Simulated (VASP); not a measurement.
Runs of VASP 6.6.1 on V. The structure is cubic, space group Im-3m (No. 229). The conventional cell has a = 3.029 Å, b = 3.029 Å, c = 3.029 Å, α = 90.00°, β = 90.00°, γ = 90.00°. Around V (site symmetry m-3m) lie 8 V at 2.62 Å. 

| level | gap on the mesh (eV) | pressure (GPa) | moment (μB) | relaxed volume (Å³/atom) |
| --- | --- | --- | --- | --- |
| RPBE+D3(BJ) | none | 0.0 | 0.00 | 10.72 |
| revPBE+D3 | none | 0.0 | 0.00 | 12.62 |
| revPBE+D3(BJ) | none | 0.0 | 0.00 | 12.52 |
| PBEsol+rVV10 | none | 0.0 | 0.00 | (b) |
| RPBE+D4 | none | -0.1 | 0.00 | (a) |

Alike in all rows: task relaxation of cell and atoms; potentials or basis VASP PAW PBE potentials, release 64 (V_sv); spin collinear, ferromagnetic start; cell relaxed; k mesh 12 × 12 × 12; cutoff (eV) 600; smearing fermi-dirac 0.05 eV.

Q: Estimate the missing entries.

A: (a) 13.28; (b) 12.90.

Caveats: the PAW data sets were made with another functional, which shifts forces and pressure a little; pairwise dispersion overbinds metals, which lowers pressure and volume; the volume moved by over 15 % at a fixed basis, so the end points are rough (some runs); the volume moved by -23 % from the deposited cell, more than functionals usually miss (some runs).

A gap of «none» marks a metal or a gap under the smearing width.

Runs at the PBE level aren't shown here.
